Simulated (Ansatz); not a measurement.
Crystal: Ir.

```
CELL_PARAMETERS angstrom
2.75138 0.00000 0.00000
-1.37569 2.38276 0.00000
0.00000 0.00000 4.46229
ATOMIC_POSITIONS crystal
Ir 0.33333 0.66667 0.25000
Ir 0.66667 0.33333 0.75000
```

This isn't the form of Ir at room conditions, which is fcc.

Base run:

```yaml
Program: Ansatz 0.2.0
Functional: RPBE
Potentials_or_basis: Ansatz PAW
Cutoff: "420 eV (not typed: the program's choice for these potentials)"
k_mesh: 11 × 11 × 6
Occupations: fermi-dirac, width 0.05 eV
Spin: no spin polarisation
```

Its results: band gap on the k mesh none (metal or under the smearing width); pressure 2.8 GPa.

Question: The run is repeated on the same cell with these changes: functional from RPBE to revPBE. What comes out?

Answer: Band gap on the k mesh none (metal or under the smearing width); pressure 1.6 GPa.

Caveats: spin-orbit coupling is left out, which moves the levels of the heavy elements; the PAW data sets come from PBE, with cores solved anew for the run's functional, which leaves a small shift of forces and pressure.
